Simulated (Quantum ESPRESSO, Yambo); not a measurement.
# A GW run on BN (P6_3/mmc) in Yambo, with inputs changed

Aim: change inputs of a GW run on BN (P6_3/mmc) and see what moves.

Program: Yambo 5.3.0. Level of theory: PBE and many-body steps on it, plane waves. Results are calculated unless marked as measured.

**1. The starting structure**

The structure is hexagonal, space group P6_3/mmc (No. 194). Conventional cell: a = 2.504 Å, b = 2.504 Å, c = 6.661 Å, α = 90.00°, β = 90.00°, γ = 120.00°. B has 3 N at 1.45 Å nearest. Nearest to N lie 3 B at 1.45 Å. Farther neighbours and most contacts between anions are not listed.

As a file:

```
B N
1.0
     2.50399    0.00000    0.00000
    -1.25199    2.16852    0.00000
     0.00000    0.00000    6.66120
B N
2 2
Direct
  0.33333 0.66667 0.25000
  0.66667 0.33333 0.75000
  0.33333 0.66667 0.75000
  0.66667 0.33333 0.25000
```

The cell and positions come from the Crystallography Open Database and are kept as given unless a step says otherwise.

**2. Base**

This step: Yambo 5.3.0; G0W0 on PBE, plane waves, norm-conserving pseudopotentials.

G0W0 replaces the xc potential by the self-energy, built once from these orbitals. Only a window of levels is corrected, while the sums run over the empty bands that the input names.

Contents of gw2.in:

```
HF_and_locXC
gw0
dyson
ppa
em1d
rim_cut
RandQpts= 1000000
RandGvec= 1 RL
EXXRLvcs= 72 Ry
VXCRLvcs= 288 Ry
Chimod= "HARTREE"
% BndsRnXp
 1 | 182 |
%
NGsBlkXp= 17 Ry
% LongDrXp
 1 | 1 | 1 |
%
% GbndRnge
 1 | 182 |
%
DysSolver= "n"
ExtendOut
PPAPntXp= 27.21138 eV
% QPkrange
 14 | 14 | 7 | 10 |
 7 | 7 | 7 | 10 |
 1 | 1 | 7 | 10 |
%
```

Command:

```
> OMP_NUM_THREADS=1 mpirun -n 4 yambo -F gw2.in -J gw2 -C gw2 > gw2.log
```

Output:

```text
 Yambo, version 5.3.0

 [02] CORE Variables Setup
 =========================

  [... cell, symmetries and grids as in the set-up ...]

  [02.05] Energies & Occupations
  ==============================

  [X] === General ===
  [X] Electronic Temperature                        :  0.000000  0.000000 [eV K]
  [X] Bosonic    Temperature                        :  0.000000  0.000000 [eV K]
  [X] Finite Temperature mode                       : no
  [X] El. density                                   :  0.44236E+24 [cm-3]
  [X] Fermi Level                                   :  4.698546 [eV]

  [X] === Gaps and Widths ===
  [X] Conduction Band Min                           :  4.314160 [eV]
  [X] Valence Band Max                              :  0.000000 [eV]
  [X] Filled Bands                                  :   8
  [X] Empty Bands                                   :     9   434
  [X] Direct Gap                                    :  4.669575 [eV]
  [X] Direct Gap localized at k                     :  14
  [X] Indirect Gap                                  :  4.314160 [eV]
  [X] Indirect Gap between kpts                     :  14   7
  [X] Last valence band width                       :  3.190982 [eV]
  [X] 1st conduction band width                     :  3.840425 [eV]

 [03] Transferred momenta grid and indexing
 ==========================================

 IBZ Q-points                                      :  14
 BZ  Q-points                                      :   72

 K/Q-points units:
 rlu = crystal or reduced units; cc = cartesian coordinates; iku = interal k-units

 Q [ 1]         [rlu]:  0.000000  0.000000  0.000000
 Q [ 2]         [rlu]:  0.000000  0.000000 -0.500000
 Q [ 3]         [rlu]:  0.45246E-17  0.16667       0.0000
 Q [ 4]         [rlu]:  0.45246E-17  0.16667     -0.50000
 Q [ 5]         [rlu]:  0.90491E-17  0.33333       0.0000
 Q [ 6]         [rlu]:  0.90491E-17  0.33333     -0.50000
 Q [ 7]         [rlu]: -0.13574E-16 -0.50000       0.0000
 Q [ 8]         [rlu]: -0.13574E-16 -0.50000     -0.50000
 Q [ 9]         [rlu]:  0.166667  0.166667  0.000000
 Q [10]         [rlu]:  0.166667  0.166667 -0.500000
 Q [11]         [rlu]:  0.166667  0.333333  0.000000
 Q [12]         [rlu]:  0.166667  0.333333 -0.500000
 Q [13]         [rlu]:  0.333333  0.333333  0.000000
 Q [14]         [rlu]:  0.333333  0.333333 -0.500000

 [04] Coloumb potential Random Integration (RIM)
 ===============================================

  [04.01] RIM initialization
  ==========================

  * Diagonal components only detected *

  8 x (sBL volume)        :  0.112915 [a.u.]
  sBZ random points       :  1000000
  Points outside the sBZ  :   7981908
  RL volume               :  1.016236 [a.u.]
  Integrated volume       :  1.018540 [a.u.]

  [04.02] RIM integrals
  =====================

  Gamma point sphere radius             :  0.087673 [a.u.]
  Points outside the sphere             :   800056
  [Int_sBZ(q=0) 1/q^2]*(Vol_sBZ)^(-1/3) =:  7.718302
                                 should be <:  7.795600

  Summary of Coulomb integrals for non-metallic bands |Q|[au] RIM/Bare

  Q [1] 0.100000E-4 0.990085 * Q [2] 0.249574 1.075393
  Q [3] 0.255544 1.053879 * Q [4] 0.357197 1.052688
  Q [9] 0.442616 1.021893 * Q [10] 0.508130 1.021750
  Q [5] 0.511089 1.016956 * Q [6] 0.568770 1.016958
  Q [11] 0.676107 1.010896 * Q [12] 0.720700 1.010784
  Q [7] 0.766633 1.008740 * Q [8] 0.806234 1.008615
  Q [13] 0.885232 1.007388 * Q [14] 0.919741 1.007309

 [05] Dipoles
 ============

  [05.01] Setup: observables and procedures
  =========================================

 [06] Dynamic Dielectric Matrix (PPA)
 ====================================

 [WR./gw2//ndb.pp]---------------------------------------------------------------
  Brillouin Zone Q/K grids (IBZ/BZ)                :   14   72   14   72
  RL vectors                                       :   3391 [WF]
  Coulomb cutoff potential                         : none
  Electronic Temperature                           :  0.000000 [K]
[...]
X poles                                          :  100.0000 [o/o]
  RL vectors in the sum                            :   3391
  [r,Vnl] included                                 : yes
  Field direction                                  :  0.577350E-5  0.577350E-5  0.577350E-5
  BZ energy Double Grid                            : no
  BZ energy DbGd points                            : 0
  BZ Q point size factor                           : -1.000000
  X Optical Averaged directions                    : none

 [07] Local Exchange-Correlation + Non-Local Fock
 ================================================

 [VXC] Plane waves :  20149
 [EXS] Plane waves :  2483

 QP @ state[ 1 ] K range:  1  1
 QP @ state[ 1 ] b range:   7  10
 QP @ state[ 2 ] K range:   7   7
 QP @ state[ 2 ] b range:   7  10
 QP @ state[ 3 ] K range:  14  14
 QP @ state[ 3 ] b range:   7  10

 [xc] Functional : Perdew, Burke & Ernzerhof(X)+Perdew, Burke & Ernzerhof(C)
 [xc] LIBXC used to calculate xc functional
  PP Number of Atomic Species                      :  2
  NLCC RL compoments                               :  20149
  PP Number of Atomic Species                      :  2
  NLCC RL compoments                               :  20149

 [xc] E_xc :  -7.384420 [Ha]
      E_xc :  -14.76884 [Ry]

  Local XC kind (lXC) : Perdew, Burke & Ernzerhof(X)+Perdew, Burke & Ernzerhof(C)
  Non-Local XC kind (nlXC) : Hartree-Fock

  Corrections @ K [1] :  [eV]
 <7|nlXC|7> = -22.66614 -0.16042E-16 <7|lXC|7> = -18.42829  0.000000
 <8|nlXC|8> = -22.66610  0.77237E-17 <8|lXC|8> = -18.42829  0.000000
 <9|nlXC|9> = -4.450487  0.84836E-18 <9|lXC|9> = -8.606222  0.000000
 <10|nlXC|10> = -7.111859  0.90326E-18 <10|lXC|10> = -13.67039  0.000000

  Corrections @ K [7] :  [eV]
 <7|nlXC|7> = -18.53788  0.14235E-16 <7|lXC|7> = -14.85874  0.000000
 <8|nlXC|8> = -19.83872 -0.20797E-16 <8|lXC|8> = -16.38986  0.000000
[...]
Corrections @ K [14] :  [eV]
[...]
<8|nlXC|8> = -19.84805  0.63659E-17 <8|lXC|8> = -16.63092  0.000000
 <9|nlXC|9> = -5.649988 -0.30622E-17 <9|lXC|9> = -10.92032  0.47204E-16
 <10|nlXC|10> = -5.649852  0.20765E-17 <10|lXC|10> = -10.92032  0.000000

  [07.01] Hartree-Fock occupations report
  =======================================

  [Hartree-Fock] === General ===
  [Hartree-Fock] Electronic Temperature             :  0.000000  0.000000 [eV K]
  [Hartree-Fock] Bosonic    Temperature             :  0.000000  0.000000 [eV K]
  [Hartree-Fock] Finite Temperature mode            : no
  [Hartree-Fock] El. density                        :  0.44236E+24 [cm-3]
  [Hartree-Fock] Fermi Level                        :  4.698546 [eV]

  [Hartree-Fock] === Gaps and Widths ===
  [Hartree-Fock] Conduction Band Min                :  4.771942 [eV]
  [Hartree-Fock] Valence Band Max                   : -0.076747 [eV]
  [Hartree-Fock] Filled Bands                       :   8
  [Hartree-Fock] Empty Bands                        :     9   434
  [Hartree-Fock] Direct Gap                         :  4.953946 [eV]
  [Hartree-Fock] Direct Gap localized at k          :  13
  [Hartree-Fock] Indirect Gap                       :  4.848689 [eV]
  [Hartree-Fock] Indirect Gap between kpts          :  13   8
  [Hartree-Fock] Last valence band width            :  5.467195 [eV]
  [Hartree-Fock] 1st conduction band width          :  5.167962 [eV]

 [08] Dyson equation: Newton solver
 ==================================

  [08.01] G0W0 (W PPA)
  ====================

  [  GW  ] Bands range     :    1  182
  [GW/PPA] G damping       :  0.100000 [eV]

  QP @ state[ 1 ] K range:  1  1
  QP @ state[ 1 ] b range:   7  10
  QP @ state[ 2 ] K range:   7   7
  QP @ state[ 2 ] b range:   7  10
  QP @ state[ 3 ] K range:  14  14
  QP @ state[ 3 ] b range:   7  10

   Sc/G bands                                       :    1  182
   Sc/G damping                                     :  0.100000 ev
   Sc bands terminator                              : no
   Sx RL components                                 :  2483

   QP @ state[ 1 ] K range                          :  1  1
   QP @ state[ 1 ] b range                          :   7  10
   QP @ state[ 2 ] K range                          :   7   7
   QP @ state[ 2 ] b range                          :   7  10
   QP @ state[ 3 ] K range                          :  14  14
   QP @ state[ 3 ] b range                          :   7  10
   GF energies kind                                 : Perdew, Burke & Ernzerhof(X)+Perdew, Burke & Ernzerhof(C)
   GF WF`s kind                                     : Perdew, Burke & Ernzerhof(X)+Perdew, Burke & Ernzerhof(C)
   Xs energies kind                                 : Perdew, Burke & Ernzerhof(X)+Perdew, Burke & Ernzerhof(C)
   Xs WF`s kind                                     : Perdew, Burke & Ernzerhof(X)+Perdew, Burke & Ernzerhof(C)

 [11] Game Over & Game summary
```

It took 7.2 min on 4 MPI ranks of Intel Xeon Platinum 8259CL at 2.50GHz (Skylake/Cascade Lake), shared host; peak memory 1.7 GiB; 29 min of CPU time.

Numbers from this step:

| Quantity | Value |
| --- | --- |
| G0W0 gap on the points computed | 5.744 eV |
| starting gap on the mesh | 4.314 eV |
| k of the valence top | 0.3333, 0.3333, -0.5 |
| k of the conduction bottom | 0, -0.5, 0 |
| least direct G0W0 gap on the computed points | 6.215 eV |
| Z at the valence top | 0.8042 |
| Z at the conduction bottom | 0.8396 |

The gap on the mesh goes from 4.31 eV to 5.74 eV, a correction of +1.43 eV.

**3. More G vectors in the random integration**

gw6.in, as its differences from gw2.in of step 2:

```diff
@@ -7,3 +7,3 @@
 RandQpts= 1000000
-RandGvec= 1 RL
+RandGvec= 59 RL
 EXXRLvcs= 72 Ry
@@ -29 +29,2 @@
 %
+QpgFull
```

Command:

```
> OMP_NUM_THREADS=1 mpirun -n 4 yambo -F gw6.in -J gw6,gw2_W -C gw6 > gw6.log
```

Output:

```text
 Yambo, version 5.3.0

 [02] CORE Variables Setup
 =========================

  [... cell, symmetries and grids as in the set-up ...]

  [02.05] Energies & Occupations
  ==============================

  [X] === General ===
  [X] Electronic Temperature                        :  0.000000  0.000000 [eV K]
  [X] Bosonic    Temperature                        :  0.000000  0.000000 [eV K]
  [X] Finite Temperature mode                       : no
  [X] El. density                                   :  0.44236E+24 [cm-3]
  [X] Fermi Level                                   :  4.698546 [eV]

  [X] === Gaps and Widths ===
  [X] Conduction Band Min                           :  4.314160 [eV]
  [X] Valence Band Max                              :  0.000000 [eV]
  [X] Filled Bands                                  :   8
  [X] Empty Bands                                   :     9   434
  [X] Direct Gap                                    :  4.669575 [eV]
  [X] Direct Gap localized at k                     :  14
  [X] Indirect Gap                                  :  4.314160 [eV]
  [X] Indirect Gap between kpts                     :  14   7
  [X] Last valence band width                       :  3.190982 [eV]
  [X] 1st conduction band width                     :  3.840425 [eV]

 [03] Transferred momenta grid and indexing
 ==========================================

 IBZ Q-points                                      :  14
 BZ  Q-points                                      :   72

 K/Q-points units:
 rlu = crystal or reduced units; cc = cartesian coordinates; iku = interal k-units

 Q [ 1]         [rlu]:  0.000000  0.000000  0.000000
 Q [ 2]         [rlu]:  0.000000  0.000000 -0.500000
 Q [ 3]         [rlu]:  0.45246E-17  0.16667       0.0000
[...]
sBZ random points       :  1000000
  Points outside the sBZ  :   7981908
  RL volume               :  1.016236 [a.u.]
  Integrated volume       :  1.018540 [a.u.]

  [04.02] RIM integrals
  =====================

  Gamma point sphere radius             :  0.087673 [a.u.]
  Points outside the sphere             :   800056
  [Int_sBZ(q=0) 1/q^2]*(Vol_sBZ)^(-1/3) =:  7.718302
                                 should be <:  7.795600

  Summary of Coulomb integrals for non-metallic bands |Q|[au] RIM/Bare

  Q [1] 0.100000E-4 0.990085 * Q [2] 0.249574 1.075393
  Q [3] 0.255544 1.053879 * Q [4] 0.357197 1.052688
  Q [9] 0.442616 1.021893 * Q [10] 0.508130 1.021750
  Q [5] 0.511089 1.016956 * Q [6] 0.568770 1.016958
  Q [11] 0.676107 1.010896 * Q [12] 0.720700 1.010784
  Q [7] 0.766633 1.008740 * Q [8] 0.806234 1.008615
  Q [13] 0.885232 1.007388 * Q [14] 0.919741 1.007309

 [05] Dipoles
 ============

  [05.01] Setup: observables and procedures
  =========================================

 [06] Dynamic Dielectric Matrix (PPA)
 ====================================

   Sc/G bands                                       :    1  182
   Sc/G damping                                     :  0.100000 ev
   Sc bands terminator                              : no
   Sx RL components                                 :  2483

   QP @ state[ 1 ] K range                          :  1  1
   QP @ state[ 1 ] b range                          :   7  10
   QP @ state[ 2 ] K range                          :   7   7
   QP @ state[ 2 ] b range                          :   7  10
   QP @ state[ 3 ] K range                          :  14  14
   QP @ state[ 3 ] b range                          :   7  10
   GF energies kind                                 : Perdew, Burke & Ernzerhof(X)+Perdew, Burke & Ernzerhof(C)
   GF WF`s kind                                     : Perdew, Burke & Ernzerhof(X)+Perdew, Burke & Ernzerhof(C)
   Xs energies kind                                 : Perdew, Burke & Ernzerhof(X)+Perdew, Burke & Ernzerhof(C)
   Xs WF`s kind                                     : Perdew, Burke & Ernzerhof(X)+Perdew, Burke & Ernzerhof(C)

 [11] Game Over & Game summary
```

Run time: 8.5 min. Hardware: 4 MPI ranks; peak memory 1.7 GiB; 34 min of CPU time.

This step gave:

- G0W0 gap on the points computed: 5.779 eV
- starting gap on the mesh: 4.314 eV
- k of the valence top: 0.3333, 0.3333, -0.5
- k of the conduction bottom: 0, -0.5, 0
- least direct G0W0 gap on the computed points: 6.249 eV
- Z at the valence top: 0.8032
- Z at the conduction bottom: 0.8387

Against G0W0 in Yambo (6×6×2 mesh, 182 bands, screening to 231.3 eV, Godby-Needs plasmon pole), the gap moves by +0.035 eV.

**4. Pole fitted at another frequency**

gw7.in, as its differences from gw6.in of step 3:

```diff
@@ -7,3 +7,3 @@
 RandQpts= 1000000
-RandGvec= 59 RL
+RandGvec= 1 RL
 EXXRLvcs= 72 Ry
@@ -23,3 +23,3 @@
 ExtendOut
-PPAPntXp= 27.21138 eV
+PPAPntXp= 5 eV
 % QPkrange
@@ -29,2 +29 @@
 %
-QpgFull
```

Command:

```
> OMP_NUM_THREADS=1 mpirun -n 4 yambo -F gw7.in -J gw7 -C gw7 > gw7.log
```

Output:

```text
 Yambo, version 5.3.0

 [02] CORE Variables Setup
 =========================

  [... cell, symmetries and grids as in the set-up ...]

  [02.05] Energies & Occupations
  ==============================

  [X] === General ===
  [X] Electronic Temperature                        :  0.000000  0.000000 [eV K]
  [X] Bosonic    Temperature                        :  0.000000  0.000000 [eV K]
  [X] Finite Temperature mode                       : no
  [X] El. density                                   :  0.44236E+24 [cm-3]
[...]
QP @ state[ 2 ] b range                          :   7  10
   QP @ state[ 3 ] K range                          :  14  14
   QP @ state[ 3 ] b range                          :   7  10
   GF energies kind                                 : Perdew, Burke & Ernzerhof(X)+Perdew, Burke & Ernzerhof(C)
   GF WF`s kind                                     : Perdew, Burke & Ernzerhof(X)+Perdew, Burke & Ernzerhof(C)
   Xs energies kind                                 : Perdew, Burke & Ernzerhof(X)+Perdew, Burke & Ernzerhof(C)
   Xs WF`s kind                                     : Perdew, Burke & Ernzerhof(X)+Perdew, Burke & Ernzerhof(C)

 [11] Game Over & Game summary
```

It took 8.2 min on 4 MPI ranks; peak memory 1.7 GiB; 33 min of CPU time.

Numbers from this step:

```
G0W0 gap on the points computed              : 5.660 eV
starting gap on the mesh                     : 4.314 eV
k of the valence top                         : 0.3333, 0.3333, -0.5
k of the conduction bottom                   : 0, -0.5, 0
least direct G0W0 gap on the computed points : 6.118 eV
```

Against G0W0 in Yambo (6×6×2 mesh, 182 bands, screening to 231.3 eV, Godby-Needs plasmon pole), the gap moves by −0.084 eV.

**5. Side by side**

Times are wall times on 4 MPI ranks of Intel Xeon Platinum 8259CL at 2.50GHz (Skylake/Cascade Lake), shared host. The host was busy with other work, so they are no guide to cost.

| run | mesh | bands | screening cutoff (eV) | DFT gap (eV) | gap on the mesh (eV) | direct (eV) | time |
| --- | --- | --- | --- | --- | --- | --- | --- |
| base | 6×6×2 | 182 | 231.3 | 4.314 | 5.744 | 6.215 | 7.2 min |
| more G vectors in the random integration | 6×6×2 | 182 | 231.3 | 4.314 | 5.779 | 6.249 | 8.5 min |
| pole fitted at another frequency | 6×6×2 | 182 | 231.3 | 4.314 | 5.660 | 6.118 | 8.2 min |

**6. What came out**

| Item | Value |
| --- | --- |
| base | 5.744 eV |
| more G vectors in the random integration | 5.779 eV |
| pole fitted at another frequency | 5.660 eV |
| known limits | not at the basis limit; coarse k mesh |

In words: More G vectors in the random integration: +0.035 eV against base (keys changed: RandGvec and QpgFull; the shift is their joint effect). Pole fitted at another frequency: −0.084 eV against base (keys changed: PPAPntXp). Bands and cutoff are finite, so the gap is not at the basis limit. The miss can reach some tenths of an eV and take either sign; the mesh is an error of its own. In the G0W0 runs levels were corrected at 3 k points alone, so a gap called «on the mesh» is the least over those, and an edge elsewhere would be missed. The 6×6×2 mesh is coarse for this cell, which bears on the long-range parts of exchange and screening.

[Paths, hosts, dates, memory and timing lines, banners, echoed tables and standing remarks are left out of the program output.]

[Logs are printed without paths, hosts, clocks, repeated set-up lines and the standing remarks that a program may print on its own settings, such as how far it seeks lower states.]

[Runs of the session that timed out or met a known fault of the program may be left out.]

[Hosts, paths, dates, database ids (printed as entryN), source tags and the programs' standing remarks are cut or masked in the printed files.]
